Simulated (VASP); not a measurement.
# GaN (P6_3/mmc) in VASP: further runs, part 2 of 2

VASP 6.6.1. Earlier steps stand in the parts before.

### Step 3. Relaxation of cell and atoms, PBE

This run uses another cell than the first one, of 11.65 Å³/atom, 0.997 times its volume.

File INCAR:

```
ALGO = Normal ; EDIFF = 1E-7
EDIFFG = -0.01 ; ENCUT = 600
GGA = PE ; IBRION = 2
ISIF = 3 ; ISMEAR = 0
LASPH = True ; LCHARG = False
LREAL = False ; LWAVE = False
NELM = 80 ; NSW = 100
PREC = Accurate ; SIGMA = 0.02
```

File KPOINTS:

```
k-points
0
Gamma
  9 9 6
```

File POSCAR:

```
GaN
1.0
    3.3285767350      0.0000000000      0.0000000000
   -1.6642883675      2.8826320109      0.0000000000
    0.0000000000      0.0000000000      4.8561543577
Ga N
2 2
Direct
    0.3333333333      0.6666666667      0.7500000000
    0.6666666667      0.3333333333      0.2500000000
    0.3333333333      0.6666666667      0.2500000000
    0.6666666667      0.3333333333      0.7500000000
```

Potentials or basis: VASP PAW PBE potentials, release 64 (Ga_d, N).

Run with:

```
$ cat potpaw_PBE.64/Ga_d/POTCAR potpaw_PBE.64/N/POTCAR > POTCAR
$ mpirun -np 1 vasp_std > vasp.out
```

Run time: 82 s. Hardware: 1 thread of Intel Xeon 6975P-C (Granite Rapids), shared host; peak memory 0.21 GiB.

Results (log left out):

| Quantity | Value |
| --- | --- |
| Free energy | -23.3933 eV |
| Relaxed volume | 11.67 Å³/atom |
| Relaxed cell | a = 3.324 Å, b = 3.324 Å, c = 4.879 Å, α = 90.00°, β = 90.00°, γ = 120.00° |
| Space group after relaxing (to 0.05 Å) | P6_3/mmc (No. 194) |
| Energy gained by relaxing | 0.1 meV/atom |
| Ionic steps | 6 |
| Pressure after relaxing | 0.0 GPa |
| Band gap on the k mesh | 1.16 eV, direct |

Stress tensor (GPa, compression positive):
```
-0.07  0.00  0.00
 0.00 -0.07  0.00
 0.00  0.00  0.04
```

Step by step:
```
step  energy change (eV)  largest force (eV/Å)  pressure (GPa)  volume (Å³)
   1              0.0000                0.0000           -0.03        46.60
   2             -0.0002                0.0000            0.16        46.58
   3             -0.0002                0.0000            0.31        46.57
   4             -0.0003                0.0000            0.14        46.62
   5             -0.0004                0.0000            0.11        46.65
   6             -0.0004                0.0000           -0.03        46.70
```

Final structure:
```
Ga N
1.0
     3.32441    0.00000    0.00000
    -1.66220    2.87902    0.00000
     0.00000    0.00000    4.87925
Ga N
2 2
Direct
  0.33333 0.66667 0.75000
  0.66667 0.33333 0.25000
  0.33333 0.66667 0.25000
  0.66667 0.33333 0.75000
```

Levels at points of the mesh, in eV from the valence-band top:
| k point | band 14 | band 15 | band 16 | band 17 | band 18 | band 19 | band 20 | band 21 | band 22 |
| --- | --- | --- | --- | --- | --- | --- | --- | --- | --- |
| (0.00, 0.00, 0.00) | -2.03 | -2.03 | -0.98 | -0.98 | 0.00 | 1.16 | 1.89 | 8.24 | 8.24 |
| (0.00, 0.00, 0.50) | -3.42 | -1.50 | -1.50 | -1.50 | -1.50 | 3.23 | 3.23 | 7.58 | 7.58 |

### Step 4. Single point, PBE

This run uses another cell than the first one, of 11.81 Å³/atom, 1.011 times its volume.

File INCAR:

```
SYSTEM = GaN
PREC = Accurate
ENCUT = 520
EDIFF = 1E-6
ISMEAR = 0
SIGMA = 0.1
LREAL = .False.
LASPH = .True.
NELM = 60
ALGO = Normal
ISIF = 2
LWAVE = .False.
LCHARG = .False.
GGA = PE
NBANDS = 26
```

File KPOINTS:

```
regular mesh
0
Gamma
  6 6 4
  0 0 0
```

File POSCAR:

```
GaN
1.0
    3.3654121600      0.0000000000      0.0000000000
   -1.6827060800      2.9145324300      0.0000000000
    0.0000000000      0.0000000000      4.8154844600
Ga N
2 2
Direct
    0.3333333300      0.6666666700      0.7125336400
    0.6666666700      0.3333333300      0.2874663600
    0.3333333300      0.6666666700      0.1415886000
    0.6666666700      0.3333333300      0.8584114000
```

Run with:

```
$ cat potpaw_PBE.64/Ga_d/POTCAR potpaw_PBE.64/N/POTCAR > POTCAR
$ mpirun -np 1 vasp_std > vasp.out
```

Run time: 14 s. Hardware: 1 thread of Intel Xeon 6975P-C (Granite Rapids), shared host; peak memory 0.18 GiB.

The run converged. Its results:

| Item | Value |
| --- | --- |
| Free energy | -19.9727 eV |
| Pressure | 4.7 GPa |
| Largest force | 5.919 eV/Å |
| Band gap on the k mesh | none (metal or under the smearing width) |

Forces on the atoms (eV/Å):
```
Ga   0.000  0.000  2.008
Ga   0.000  0.000 -2.008
N    0.000  0.000  5.919
N    0.000  0.000 -5.919
```

Stress tensor (GPa, compression positive):
```
2.23 0.00 0.00
0.00 2.23 0.00
0.00 0.00 9.78
```

Levels at points of the mesh, in eV from the Fermi level:
```tsv
k point	band 15	band 16	band 17	band 18	band 19	band 20	band 21	band 22
(0.00, 0.00, 0.00)	-2.42	-2.42	-0.18	-0.18	-0.10	4.47	7.98	7.98
(0.50, 0.00, 0.00)	-4.17	-3.94	-2.99	-0.56	1.76	2.62	4.62	7.10
(0.00, 0.00, 0.50)	-2.18	-2.18	-0.38	-0.38	0.83	2.70	6.74	7.06
(0.50, 0.00, 0.50)	-3.51	-1.89	-1.27	-0.57	1.22	2.08	4.67	7.17
```

Caveat: forces of over 1 eV/Å show positions far from the minimum, so gaps and moduli don't describe the material at rest.

### Step 5. Single point, PBE

This run uses another cell than the first one, of 11.65 Å³/atom, 0.997 times its volume.

File INCAR:

```
ALGO = Fast ; EDIFF = 1E-7
ENCUT = 520 ; GGA = PE
ISIF = 2 ; ISMEAR = 0
LASPH = True ; LCHARG = False
LREAL = False ; LWAVE = False
NBANDS = 26 ; NELM = 100
PREC = Accurate ; SIGMA = 0.1
```

File KPOINTS:

```
k-points
0
Gamma
  6 6 4
```

File POSCAR:

```
GaN
1.0
    3.3285767350      0.0000000000      0.0000000000
   -1.6642883675      2.8826320109      0.0000000000
    0.0000000000      0.0000000000      4.8561543577
Ga N
2 2
Direct
    0.3333333333      0.6666666667      0.7501085737
    0.6666666667      0.3333333333      0.2498914263
    0.3333333333      0.6666666667      0.2499247524
    0.6666666667      0.3333333333      0.7500752476
```

Run with:

```
$ cat potpaw_PBE.64/Ga_d/POTCAR potpaw_PBE.64/N/POTCAR > POTCAR
$ mpirun -np 1 vasp_std > vasp.out
```

Run time: 18 s. Hardware: 1 thread of Intel Xeon 6975P-C (Granite Rapids), shared host; peak memory 0.17 GiB.

It converged, with:

```
Free energy            : -23.3864 eV
Pressure               : 0.1 GPa
Band gap on the k mesh : 1.16 eV, direct
```

Stress tensor (GPa, compression positive):
```
-0.09  0.00  0.00
 0.00 -0.09  0.00
 0.00  0.00  0.43
```

Levels at points of the mesh, in eV from the valence-band top:
| k point | band 14 | band 15 | band 16 | band 17 | band 18 | band 19 | band 20 | band 21 | band 22 | band 23 |
| --- | --- | --- | --- | --- | --- | --- | --- | --- | --- | --- |
| (0.00, 0.00, 0.00) | -2.06 | -2.06 | -0.98 | -0.98 | 0.00 | 1.16 | 1.85 | 8.20 | 8.20 | 9.23 |
| (0.50, 0.00, 0.00) | -5.99 | -3.88 | -3.80 | -2.19 | -1.83 | 3.23 | 4.70 | 6.43 | 7.84 | 9.21 |
| (0.00, 0.00, 0.50) | -3.42 | -1.51 | -1.51 | -1.51 | -1.51 | 3.25 | 3.25 | 7.60 | 7.60 | 8.60 |
| (0.50, 0.00, 0.50) | -7.32 | -3.09 | -3.09 | -1.19 | -1.19 | 4.12 | 4.12 | 6.01 | 6.01 | 8.90 |

Expect the measured gap to be larger: semilocal functionals such as PBE lack the derivative discontinuity.

### Step 6. Relaxation of cell and atoms, PBE

This run uses another cell than the first one, of 11.81 Å³/atom, 1.011 times its volume.

File INCAR:

```
SYSTEM = GaN
  PREC = Accurate
  ENCUT = 600
  EDIFF = 1E-6
  ISMEAR = 0
  SIGMA = 0.1
  LREAL = .FALSE.
  LASPH = .TRUE.
  NELM = 100
  ALGO = Normal
  ISIF = 3
  LWAVE = .FALSE.
  LCHARG = .FALSE.
  GGA = PE
  IBRION = 2
  NSW = 90
  EDIFFG = -0.04
```

File KPOINTS:

```
regular mesh
0
G
  6 6 4
  0 0 0
```

File POSCAR:

```
GaN
1.0
    3.3654121600      0.0000000000      0.0000000000
   -1.6827060800      2.9145324300      0.0000000000
    0.0000000000      0.0000000000      4.8154844600
Ga N
2 2
Direct
    0.3333333300      0.6666666700      0.7125336400
    0.6666666700      0.3333333300      0.2874663600
    0.3333333300      0.6666666700      0.1415886000
    0.6666666700      0.3333333300      0.8584114000
```

Potentials or basis: VASP PAW PBE potentials, release 64 (Ga_d, N).

Run with:

```
$ cat potpaw_PBE.64/Ga_d/POTCAR potpaw_PBE.64/N/POTCAR > POTCAR
$ mpirun -np 1 vasp_std > vasp.out
```

It took 1.7 min on 1 thread of Intel Xeon 6975P-C (Granite Rapids), shared host; peak memory 0.19 GiB.

The run converged. Its results:

- Free energy: -23.3907 eV
- Relaxed volume: 11.70 Å³/atom
- Relaxed cell: a = 3.324 Å, b = 3.324 Å, c = 4.892 Å, α = 90.00°, β = 90.00°, γ = 120.00°
- Space group after relaxing (to 0.05 Å): P6_3/mmc (No. 194)
- Energy gained by relaxing: 853.7 meV/atom
- Ionic steps: 11
- Pressure after relaxing: -0.2 GPa
- Largest force after relaxing: 0.030 eV/Å
- Band gap on the k mesh: 1.15 eV, direct

Forces on the atoms (eV/Å):
```
Ga   0.000  0.000 -0.020
Ga   0.000  0.000  0.020
N    0.000  0.000 -0.030
N    0.000  0.000  0.030
```

Stress tensor (GPa, compression positive):
```
-0.27  0.00  0.00
 0.00 -0.27  0.00
 0.00  0.00 -0.15
```

The path:
```tsv
step	energy change (eV)	largest force (eV/Å)	pressure (GPa)	volume (Å³)
1	0.0000	5.9195	4.63	47.23
2	-2.6849	2.1978	-7.63	49.59
3	-3.1813	0.7112	-11.20	50.91
4	-3.2239	0.2740	-12.14	51.38
5	-3.1635	0.2513	18.46	43.86
6	-3.4063	0.0449	-0.47	47.67
7	-3.4064	0.0395	-0.22	47.60
8	-3.4063	0.0342	0.07	47.52
9	-3.4094	0.0038	-0.05	47.36
10	-3.4134	0.0938	0.02	46.88
11	-3.4148	0.0305	-0.23	46.82
```

Final structure:
```
Ga N
1.0
     3.32443    0.00000    0.00000
    -1.66221    2.87904    0.00000
     0.00000    0.00000    4.89153
Ga N
2 2
Direct
  0.33333 0.66667 0.75031
  0.66667 0.33333 0.24969
  0.33333 0.66667 0.25064
  0.66667 0.33333 0.74936
```

Levels at points of the mesh, in eV from the valence-band top:
| k point | band 14 | band 15 | band 16 | band 17 | band 18 | band 19 | band 20 | band 21 | band 22 |
| --- | --- | --- | --- | --- | --- | --- | --- | --- | --- |
| (0.00, 0.00, 0.00) | -2.02 | -2.02 | -0.98 | -0.98 | 0.00 | 1.15 | 1.90 | 8.25 | 8.25 |
| (0.50, 0.00, 0.00) | -6.03 | -3.85 | -3.75 | -2.21 | -1.79 | 3.27 | 4.67 | 6.35 | 7.83 |
| (0.00, 0.00, 0.50) | -3.41 | -1.50 | -1.50 | -1.49 | -1.49 | 3.21 | 3.22 | 7.52 | 7.60 |
| (0.50, 0.00, 0.50) | -7.30 | -3.08 | -3.08 | -1.20 | -1.19 | 4.09 | 4.10 | 5.94 | 5.97 |

### Step 7. The runs side by side

| task | cell | k mesh | cutoff (eV) | smearing | gap on the mesh (eV) | pressure (GPa) | relaxed volume (Å³/atom) | largest force (eV/Å) |
| --- | --- | --- | --- | --- | --- | --- | --- | --- |
| single point | P6_3/mmc, 11.68 Å³/atom | 9 × 9 × 6 | 520 | gaussian 0.02 eV | 1.16 | 0.1 | - | - |
| relaxation of cell and atoms | relaxed | 9 × 9 × 6 | 600 | gaussian 0.02 eV | 1.16 | 0.0 | 11.67 | - |
| single point | P-3m1, 11.81 Å³/atom | 6 × 6 × 4 | 520 | gaussian 0.1 eV | none | 4.7 | - | 5.92 |
| single point | P-3m1, 11.65 Å³/atom | 6 × 6 × 4 | 520 | gaussian 0.1 eV | 1.16 | 0.1 | - | - |
| relaxation of cell and atoms | relaxed | 6 × 6 × 4 | 600 | gaussian 0.1 eV | 1.15 | -0.2 | 11.70 | 0.03 |

Alike in all rows: level PBE; potentials or basis VASP PAW PBE potentials, release 64 (Ga_d, N); no spin polarisation.

On the cell as given the gap runs from zero (PBE) to 1.16 eV (PBE); the meshes differ, which moves gaps too.

Caveats: forces of over 1 eV/Å show positions far from the minimum, so gaps and moduli don't describe the material at rest (some runs).

Absolute energies hang on the potentials; compare differences alone.
